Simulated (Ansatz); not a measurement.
**Molecular dynamics of C$_{3}$H$_{4}$N$_{2}$**

input.yaml

```yaml
crystal:
  periodic: [false, false, false]
  atoms:
    - { symbol: C, position_ang: [0.01571, 1.130301, -0.447895] }
    - { symbol: C, position_ang: [0.729992, 0.017572, -0.768002] }
    - { symbol: "N", position_ang: [0.267682, -0.978983, 0.177929] }
    - { symbol: C, position_ang: [-0.804425, -0.354902, 0.96575] }
    - { symbol: "N", position_ang: [-0.977887, 1.041735, 0.51106] }
    - { symbol: H, position_ang: [0.325539, 2.042469, -0.981425] }
    - { symbol: H, position_ang: [1.657315, -0.111759, -1.335179] }
    - { symbol: H, position_ang: [0.25734, -2.031531, -0.029726] }
    - { symbol: H, position_ang: [-1.313835, -0.763825, 1.8897] }
magnetization:
  spin_polarized: true
basis:
  gaussian: { orbitals: STO-3G }
hamiltonian:
  xc: pbe0
  dispersion: d4
md:
  timestep: 0.25
  n_steps: 400
  ensemble: nvt_langevin
  temperature: 500.0
  initial_velocities: maxwell_boltzmann
  seed: 950266
  friction: 0.001
```

Command:

```bash
$ ansatz run input.yaml --threads 1 --pin off --max-ram 2048MiB --backend cpu --events-out ev --progress --plain --runs-dir out
```

It goes on from the last frame of an earlier run, with new velocities.

Output, in part (step lines, the closing report, with atoms numbered from 0):

```
md step     0: t =     0.00 fs  T =   444.4 K  F+E_penalty+E_count = -6070.48857045 eV  E_kin = 0.517040 eV  (37 SCF iters)
md step     1: t =     0.25 fs  T =   465.6 K  F+E_penalty+E_count = -6070.51339554 eV  E_kin = 0.541665 eV  (26 SCF iters)
md step     2: t =     0.50 fs  T =   476.9 K  F+E_penalty+E_count = -6070.53367747 eV  E_kin = 0.554819 eV  (33 SCF iters)
md step     3: t =     0.75 fs  T =   492.3 K  F+E_penalty+E_count = -6070.54893034 eV  E_kin = 0.572750 eV  (33 SCF iters)
md step     4: t =     1.00 fs  T =   507.4 K  F+E_penalty+E_count = -6070.55963781 eV  E_kin = 0.590256 eV  (33 SCF iters)
md step     5: t =     1.25 fs  T =   518.3 K  F+E_penalty+E_count = -6070.56706978 eV  E_kin = 0.602967 eV  (32 SCF iters)
md step     6: t =     1.50 fs  T =   529.1 K  F+E_penalty+E_count = -6070.57363032 eV  E_kin = 0.615515 eV  (33 SCF iters)
md step     7: t =     1.75 fs  T =   536.8 K  F+E_penalty+E_count = -6070.58215292 eV  E_kin = 0.624528 eV  (33 SCF iters)
[... lines left out ...]
md step   397: t =    99.25 fs  T =   721.4 K  F+E_penalty+E_count = -6070.73804904 eV  E_kin = 0.839183 eV  (31 SCF iters)
md step   398: t =    99.50 fs  T =   697.3 K  F+E_penalty+E_count = -6070.71000767 eV  E_kin = 0.811158 eV  (31 SCF iters)
md step   399: t =    99.75 fs  T =   666.0 K  F+E_penalty+E_count = -6070.67738621 eV  E_kin = 0.774842 eV  (31 SCF iters)
md step   400: t =   100.00 fs  T =   632.5 K  F+E_penalty+E_count = -6070.64125897 eV  E_kin = 0.735776 eV  (30 SCF iters)
Total energy: -6070.64127494 eV, -223.0919520257 hartree
Atom 0 at    -0.098467     1.038434    -0.813490 Å, force    -1.240347    -0.928051     0.582683 eV/Å
Atom 1 at     0.666213    -0.140844    -0.829661 Å, force     0.855097    -0.619912    -3.954340 eV/Å
Atom 2 at     0.238621    -0.942937     0.217277 Å, force     1.546066     0.140981     0.986778 eV/Å
Atom 3 at    -0.469897    -0.108474     1.047373 Å, force    -2.559105    -0.246760     0.263242 eV/Å
Atom 4 at    -0.874317     1.002631     0.399538 Å, force     0.442687     1.155617     0.248124 eV/Å
Atom 5 at    -0.505483     1.796283    -1.569359 Å, force     1.773273    -1.194265     0.892121 eV/Å
Atom 6 at     1.372867    -0.666312    -1.568692 Å, force    -1.286416     1.416742     0.955459 eV/Å
Atom 7 at     0.644660    -1.846689     0.534589 Å, force     0.400601     0.011470    -0.203881 eV/Å
Atom 8 at    -0.954908    -0.534374     1.931444 Å, force     0.068144     0.264180     0.229813 eV/Å
Dipole moment:     0.364423    -0.642216    -0.024773 e Å
```

The steps, from the saved trajectory:

```json
{"time (fs)": "0", "T (K)": "444", "potential energy less start (eV)": "0.000"}
{"time (fs)": "3.25", "T (K)": "709", "potential energy less start (eV)": "-0.304"}
{"time (fs)": "6.5", "T (K)": "838", "potential energy less start (eV)": "-0.445"}
{"time (fs)": "9.75", "T (K)": "661", "potential energy less start (eV)": "-0.214"}
{"time (fs)": "13", "T (K)": "537", "potential energy less start (eV)": "-0.073"}
{"time (fs)": "16.25", "T (K)": "737", "potential energy less start (eV)": "-0.296"}
{"time (fs)": "19.5", "T (K)": "782", "potential energy less start (eV)": "-0.336"}
{"time (fs)": "22.75", "T (K)": "540", "potential energy less start (eV)": "-0.047"}
{"time (fs)": "26", "T (K)": "545", "potential energy less start (eV)": "-0.053"}
{"time (fs)": "29.25", "T (K)": "863", "potential energy less start (eV)": "-0.453"}
{"time (fs)": "32.5", "T (K)": "623", "potential energy less start (eV)": "-0.220"}
{"time (fs)": "35.75", "T (K)": "481", "potential energy less start (eV)": "-0.051"}
{"time (fs)": "39", "T (K)": "872", "potential energy less start (eV)": "-0.458"}
{"time (fs)": "42.25", "T (K)": "689", "potential energy less start (eV)": "-0.205"}
{"time (fs)": "45.5", "T (K)": "410", "potential energy less start (eV)": "0.124"}
{"time (fs)": "48.75", "T (K)": "711", "potential energy less start (eV)": "-0.247"}
{"time (fs)": "52", "T (K)": "935", "potential energy less start (eV)": "-0.538"}
{"time (fs)": "55.25", "T (K)": "642", "potential energy less start (eV)": "-0.193"}
{"time (fs)": "58.5", "T (K)": "384", "potential energy less start (eV)": "0.063"}
{"time (fs)": "61.75", "T (K)": "664", "potential energy less start (eV)": "-0.283"}
{"time (fs)": "65", "T (K)": "843", "potential energy less start (eV)": "-0.454"}
{"time (fs)": "68.25", "T (K)": "587", "potential energy less start (eV)": "-0.184"}
{"time (fs)": "71.5", "T (K)": "572", "potential energy less start (eV)": "-0.138"}
{"time (fs)": "74.75", "T (K)": "647", "potential energy less start (eV)": "-0.199"}
{"time (fs)": "78", "T (K)": "618", "potential energy less start (eV)": "-0.170"}
{"time (fs)": "81.25", "T (K)": "598", "potential energy less start (eV)": "-0.141"}
{"time (fs)": "84.5", "T (K)": "743", "potential energy less start (eV)": "-0.326"}
{"time (fs)": "87.75", "T (K)": "895", "potential energy less start (eV)": "-0.499"}
{"time (fs)": "91", "T (K)": "586", "potential energy less start (eV)": "-0.123"}
{"time (fs)": "94.25", "T (K)": "539", "potential energy less start (eV)": "-0.042"}
{"time (fs)": "97.5", "T (K)": "750", "potential energy less start (eV)": "-0.278"}
```

All steps were run. The mean temperature of the second half is 34 % above the set value. A run of 0.1 ps of so small a system gives no equilibrium averages. Limits of this set-up: minimal basis.

The same pairs are bonded in the first frame and the last. Pairs count as bonded within 1.25 times the sum of covalent radii (0.12 Å more for H–H).

Last frame:

```xyz
9
Properties=species:S:1:pos:R:3
C -0.099 1.038 -0.814
C 0.666 -0.141 -0.830
N 0.239 -0.943 0.217
C -0.470 -0.108 1.047
N -0.874 1.003 0.400
H -0.505 1.796 -1.569
H 1.373 -0.666 -1.569
H 0.645 -1.847 0.535
H -0.955 -0.534 1.931
```

The run took 13 min on 1 thread of Arm Neoverse V2, with other jobs on the host, peak memory 0.11 GiB.
